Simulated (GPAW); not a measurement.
Runs of GPAW 26.7.0 on PtS2. Symmetry: P-3m1, No. 164, trigonal system. The conventional cell has a = 3.543 Å, b = 3.543 Å, c = 5.039 Å, α = 90.00°, β = 90.00°, γ = 120.00°. Pt (site symmetry -3m) is surrounded by 6 S at 2.34 Å. S (site symmetry 3m) has 3 Pt at 2.34 Å as nearest neighbours. 

```csv
task,level,potentials or basis,cell,k mesh,optimizer,fmax,max steps,gap on the mesh (eV),pressure (GPa),relaxed volume (Å³/atom),largest force (eV/Å)
single point,PBE,"GPAW PAW data sets (gpaw-data 1.2.1), pw",as given,9 × 9 × 5,-,-,-,(a),11.7,-,(c)
relaxation of cell and atoms,RPBE+D3(BJ),"the program's PAW data sets (release 1.2.1) made for this functional, pw",relaxed,6 × 6 × 4,BFGS,0.05 eV/Å,40,none,0.0,14.11,0.03
relaxation of cell and atoms,PBE+D3,"GPAW PAW data sets (gpaw-data 1.2.1), pw",relaxed,6 × 6 × 4,FIRE,0.02 eV/Å,60,none,0.0,17.29,-
relaxation of cell and atoms,PBE,"GPAW PAW data sets (gpaw-data 1.2.1), pw",relaxed,6 × 6 × 4,BFGS,0.05 eV/Å,60,1.67,0.3,22.82,0.03
relaxation of cell and atoms,BP86,"PAW data sets generated in the run's folder for this functional, pw",relaxed,6 × 6 × 4,BFGS,0.02 eV/Å,60,(b),0.1,24.30,0.01
```

Alike in all rows: no spin polarisation; cutoff (eV) 600; smearing fermi-dirac 0.05 eV.

Fill in the values left out.

(a) 0.99; (b) 1.78; (c) 1.29.

Caveats: later steps reuse the first step's grids (some runs); spin-orbit coupling is left out, which moves the levels of the heavy elements (some runs); the volume moved by over 15 % at a fixed basis, so the end points are rough (some runs); pairwise dispersion overbinds metals, which lowers pressure and volume (some runs); an odd mesh through Γ misses points on the zone boundary, where band edges often lie (some runs); forces of over 1 eV/Å show positions far from the minimum, so gaps and moduli don't describe the material at rest (some runs); the volume moved by -23 % from the deposited cell, more than functionals usually miss (some runs).

A k mesh can miss the band edges, and the runs leave out spin-orbit coupling on Pt.

A gap of «none» marks a metal or a gap under the smearing width.

Not every run made on this cell is shown here.
